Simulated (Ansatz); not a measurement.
# Pd (Fm-3m) in Ansatz: convergence with ecutfock ratio

Aim: find how far ecutfock ratio must go before the results for Pd settle, at HSE06. This setting moves, with any that are tied to it; all else stays.

Everything below comes from runs of Ansatz 0.2.0. Logs are shortened: lines on timing, memory, paths and dates and some standing lists are left out, and cuts for length are marked.

### Step 1. The structure

Symmetry: Fm-3m, No. 225, cubic system. The conventional cell has a = 3.893 Å, b = 3.893 Å, c = 3.893 Å, α = 90.00°, β = 90.00°, γ = 90.00°. Pd (site symmetry m-3m) has 12 Pd at 2.75 Å as nearest neighbours.

### Step 2. With ecutfock ratio 1

input.yaml

```yaml
crystal:
  lattice:
    - [0.0, 1.9465, 1.9465]
    - [1.9465, 0.0, 1.9465]
    - [1.9465, 1.9465, 0.0]
  atoms:
    - { symbol: Pd, position: [0.0, 0.0, 0.0] }
hamiltonian:
  xc: hse06
  pseudopotentials: { kind: paw, level: accurate }
kpoints:
  mp_grid: { grid: [6, 6, 6] }
scf:
  occupations: { method: cold, width: 0.05 }
  exx: { ecutfock_ratio: 1 }
output:
  forces: true
  stress: true
  eigenvalues: true
```

Potentials or basis: Ansatz PAW earlier set.

Launch:

```sh
> ansatz run input.yaml --threads 2 --pin off --max-ram 5632MiB --backend cpu --events-out ev --progress --plain --runs-dir out
```

What it wrote:

```text
Warning: output.stress: scf.convergence.dr2_threshold = 1e-7 eV (the SCF's general default) is looser than the 1e-10 eV advised for a printed stress (1e-10 eV for each atom of the cell: 1). What an SCF threshold leaves in a stress goes as its square root, and in the free energy as the threshold itself, and one threshold admits the most on a small cell: of the crystals measured, under no hybrid functional and no lock of the moments, on runs that ended without the residual-converged pass, on stresses that held no estimate of that error, the worst erred by over 100 MPa in a component at 1e-7 eV an atom and by under 5 at 1e-10. Set scf.convergence.dr2_threshold to 1e-10 eV or tighter. The threshold is an SCF's pass mark: one that does not reach it within its budget of iterations ends unconverged, or closes short of it on a stop that the run arms, and scf.convergence.dr2_threshold's page says what that costs each kind of run
Warning: output.stress: scf.exx.energy_threshold = 1e-6 eV is looser than the 1e-8 eV advised for a stress under a hybrid functional (1e-8 eV for each atom of the cell: 1). Every SCF of the exchange loop can meet its threshold on dr2 while the loop round them stops early: no threshold on dr2 bounds what that leaves in the stress. Set scf.exx.energy_threshold to 1e-8 eV or tighter. The threshold is the loop's pass mark: a loop that does not reach it within its budget of cycles ends unconverged, and scf.exx.energy_threshold's page has the law
settings of this run that can trade accuracy for cost: scf.exx.ecutfock_ratio: 1 (norm-conserving) | under the files' recommended ratio and basis.ecutrho_ratio (paw). Do not mix this run's numbers with those of runs without the same settings; the input reference describes each key
Warning: RAYON_NUM_THREADS=2 ignored (pool sized by the plan → 2); use --threads N
Engine: ansatz 0.2.0, x86_64-unknown-linux-gnu
Pseudopotentials: kind: paw, level: accurate
Pseudopotential: Pd, paw, valence charge 18, recommended cutoff 720 eV (high), Pd.paw.azcp
Functional definition: HSE06
  parameter a = 0.25
  parameter omega = 0.11/bohr
  exchange = pbe_x - a*pbe_x_sr(omega) + a*exact_x_sr(omega)
  correlation = pbe_c
Crystal: 1 atoms, lattice volume = 14.750 Å³
Basis set: ecut = 720 eV, 645 PW (Γ), exchange–correlation on 50×50×50 points (8 copies of the dense FFT grid, shifted against one another)
Bands: 13, of which v1, the nominal top of the filled ones, is band 9 counted from 1 (8 counted from 0)
Symmetry: 48 space group operations
Space group: Fm-3m (ITA 225), of the structure as read, at distance tolerance 2.5e-5 Å
k-points: 16 of 216
Non-local potential: Pd, projectors of the file, l = 0: 3, l = 1: 3, l = 2: 2, l = 3: 2
PAW form: soft (Blöchl's): semilocal exchange-correlation on the pseudo side does not see the compensation charge
[... 50 lines left out ...]
Free energy (F): -6976.487605 eV
Frozen-core exchange: fock
Harris-Foulkes:  -6976.487605 eV  (|F-HF|=3.64e-12)
Internal energy: -6976.488120 eV  (E = F + TS)
E sigma→0 (E₀):  -6976.487777 eV
Entropy (-TS):   0.000515 eV (0.515 meV/atom)
Fermi energy:    18.273238 eV
--- Per-component energies (eV) ---
  E_band       = -192.947915
  E_kinetic    = 769.431407
  E_local      = -2926.064206  (includes V_loc(G=0)·N_el)
  E_nonlocal   = 1150.252361
  E_hartree    = 814.144261
  E_xc         = -191.962472
  E_vxc        = -230.878405  (∫ρ·V_xc dr)
  E_exx        = -70.649228  (= α·E_x^exact, valence–valence)
  E_paw        = -3773.768359  (= ΣΔE_a)
  E_vpaw       = -442.679198  (= ΣTr[D̂ρ^β])
  E_aug_tail   = -0.000001  (compensation charges beyond the density's cutoff)
  E_ewald      = -2747.316447
  E_core_change = -0.555435  (= ΣΔE_core)
  E_smearing   = 0.000515  (= −TS)
  E_closure    = -0.000000  (closes the sum)
  Σ components = -6976.487605   (vs F -6976.487605, Δ=-9.09e-13)
--- Forces (eV/Å), atoms counted from 1 ---
  atom   1  Pd     0.00000000     0.00000000     0.00000000
  max |Σ_I F_I| component: 9.04e-32 eV/Å
--- Stress (GPa, compression-positive) ---
        0.723417      -0.000000       0.000000
       -0.000000       0.723417      -0.000000
        0.000000       0.000000       0.723417
  P = ⅓ Tr σ = 0.7234 GPa (7.234 kbar)
--- Band table (eV; the first three rows and the last of 16) ---
  k-point 0: bands = ["-70.0734", "-34.1679", "-34.1679", "-34.1679", "10.9097", "14.9948", "14.9948", "14.9948", "16.5742", "16.5742", "36.8347", "41.7589", "41.7589"]
  k-point 1: bands = ["-70.0575", "-34.2924", "-34.1870", "-34.1870", "11.9399", "14.8032", "15.2751", "15.2751", "16.5479", "16.5479", "37.1535", "38.2277", "42.9148"]
  k-point 2: bands = ["-70.0252", "-34.5395", "-34.2263", "-34.2263", "12.6847", "15.0957", "15.0957", "16.8494", "17.4708", "17.4708", "31.4053", "37.1921", "42.9375"]
  k-point 15: bands = ["-69.9882", "-34.5689", "-34.4304", "-34.3629", "12.9698", "13.4365", "16.0180", "17.0120", "18.7487", "26.2344", "30.4728", "30.8708", "31.6984"]
settings of this run that can trade accuracy for cost: scf.exx.ecutfock_ratio: 1 (norm-conserving) | under the files' recommended ratio and basis.ecutrho_ratio (paw). Do not mix this run's numbers with those of runs without the same settings; the input reference describes each key
```

It took 7.9 s on 2 threads of Intel Xeon Platinum 8488C (Sapphire Rapids), shared host; peak memory 0.77 GiB.

Results:

```yaml
Free_energy: -6976.4876 eV
Pressure: 0.7 GPa
Band_gap_on_the_k_mesh: none (metal or under the smearing width)
```

### Step 3. With ecutfock ratio 2

input.yaml: that of step 2 with these lines changed.

```diff
@@ -14,3 +14,3 @@
   occupations: { method: cold, width: 0.05 }
-  exx: { ecutfock_ratio: 1 }
+  exx: { ecutfock_ratio: 2 }
 output:
```

Potentials or basis: Ansatz PAW earlier set.

Launch:

```sh
> ansatz run input.yaml --threads 2 --pin off --max-ram 5632MiB --backend cpu --events-out ev --progress --plain --runs-dir out
```

Wall time 10 s (2 threads of Intel Xeon Platinum 8488C (Sapphire Rapids), shared host); peak memory 0.93 GiB.

What came out:

| Item | Value |
| --- | --- |
| Free energy | -6976.5089 eV |
| Pressure | 0.7 GPa |
| Band gap on the k mesh | none (metal or under the smearing width) |

### Step 4. With ecutfock ratio 3

input.yaml: that of step 3 with these lines changed.

```diff
@@ -14,3 +14,3 @@
   occupations: { method: cold, width: 0.05 }
-  exx: { ecutfock_ratio: 2 }
+  exx: { ecutfock_ratio: 3 }
 output:
```

Launch:

```sh
> ansatz run input.yaml --threads 2 --pin off --max-ram 5632MiB --backend cpu --events-out ev --progress --plain --runs-dir out
```

Run time: 11 s. Hardware: 2 threads of Intel Xeon Platinum 8488C (Sapphire Rapids), shared host; peak memory 1 GiB.

Results (log left out):

```
Free energy            : -6976.5089 eV
Pressure               : 0.7 GPa
Band gap on the k mesh : none (metal or under the smearing width)
```

### Step 5. With ecutfock ratio 4

input.yaml: that of step 4 with these lines changed.

```diff
@@ -14,3 +14,3 @@
   occupations: { method: cold, width: 0.05 }
-  exx: { ecutfock_ratio: 3 }
+  exx: { ecutfock_ratio: 4 }
 output:
```

Launch:

```sh
> ansatz run input.yaml --threads 2 --pin off --max-ram 5632MiB --backend cpu --events-out ev --progress --plain --runs-dir out
```

Wall time 11 s (2 threads of Intel Xeon Platinum 8488C (Sapphire Rapids), shared host); peak memory 1 GiB.

It converged, with:

| Item | Value |
| --- | --- |
| Free energy | -6976.5089 eV |
| Pressure | 0.7 GPa |
| Band gap on the k mesh | none (metal or under the smearing width) |

### Step 6. Result

```
ecutfock ratio  energy less the tightest run, at zero smearing (meV/atom)  SCF cycles  CPU time (s)  peak memory (GiB)
             1                                                      21.33          24            15               0.77
             2                                                       0.00          29            19               0.93
             3                                                       0.00          29            22                  1
             4                                                       0.00          30            22                  1
```

Against the tightest run, the energy stays within 1 meV/atom from 2 on. The tightest run that finished is the yardstick and may itself not be fully converged.

Caveats: all runs use coarse meshes; the PAW data sets come from PBE, with cores solved anew for the run's functional, which leaves a small shift of forces and pressure; the thresholds are loose for stress.
